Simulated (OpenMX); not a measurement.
Al in OpenMX: the effect of volume scale

The system is Al.

```
Al
1.0
     2.60822    0.00000    0.00000
     0.00000    2.60822    0.00000
     0.00000    0.00000    2.60822
Al
1
Direct
  0.00000 0.00000 0.00000
```

The cell was built by a generator and needn't be a form met in nature.

Alike in all runs:

```yaml
Program: OpenMX 3.8.5
Task: single point
Functional: PBE
Potentials_or_basis: OpenMX 2013 PBE set, Al7.0-s2p2d1, grid cutoff 300 Ry
k_mesh: 7 × 7 × 7
Occupations: fermi-dirac, width 0.05 eV
Spin: no spin polarisation
```

| volume scale | pressure (GPa) |
| --- | --- |
| 0.88 | 9.4 |
| 0.92 | ? |
| 0.96 | 2.0 |
| 1 | -0.8 |
| 1.04 | -2.9 |
| 1.08 | -4.7 |

Question: What does the run with volume scale 0.92 give?

Answer: Pressure 5.3 GPa.

Worked out: A parabola through the other rows of the pressure, of slope -91.9 GPa per unit of volume scale there, gives 5.4 GPa, against the run's 5.3.

Caveats: the basis of atomic orbitals isn't converged, which shifts pressures, moduli and gaps.
